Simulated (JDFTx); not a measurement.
The system is MnO.

```
CELL_PARAMETERS angstrom
0.00000 2.22391 2.22391
2.22391 0.00000 2.22391
2.22391 2.22391 0.00000
ATOMIC_POSITIONS crystal
Mn 0.00000 0.00000 0.00000
O 0.50000 0.50000 0.50000
```

The cell is a database's computed one.

Base run:

| Quantity | Value |
| --- | --- |
| Program | JDFTx 1.7.0 (patched build) |
| Functional | PBE |
| Potentials or basis | PseudoDojo-SR-PBE-0.5-standard with smoothed tails |
| Cutoff | 1306 eV |
| Density cutoff | 10449 eV |
| k mesh | 10 × 10 × 10 |
| Occupations | fermi-dirac, width 0.05 eV |
| Spin | collinear spin, ferromagnetic start |
| Starting moments | [4.0, 0.0] μB |

Its results: band gap on the k mesh none (metal or under the smearing width); pressure 0.5 GPa; net moment 4.83 μB per cell; site moments Mn +4.55; O +0.27 μB.

Task: After a change of settings the same cell gave: band gap on the k mesh none (metal or under the smearing width); pressure -6.8 GPa; net moment 4.80 μB per cell; site moments Mn +4.52; O +0.27 μB. Which change was it?
A. functional from PBE to PBEsol; potentials or basis from PseudoDojo-SR-PBE-0.5-standard with smoothed tails to PseudoDojo-SR-PBEsol-0.4.1-standard with smoothed tails
B. functional from PBE to LDA; potentials or basis from PseudoDojo-SR-PBE-0.5-standard with smoothed tails to PseudoDojo-SR-LDA-0.4.1-standard with smoothed tails
C. functional from PBE to RPBE
D. functional from PBE to revPBE

Result: A.

Caveats: a cell with one magnetic atom can't hold antiferromagnetic order, which such compounds often take; semilocal functionals often make such compounds metallic where correlation or magnetic order opens a gap, which also shifts bond lengths.

Not every run made on this cell is shown here.
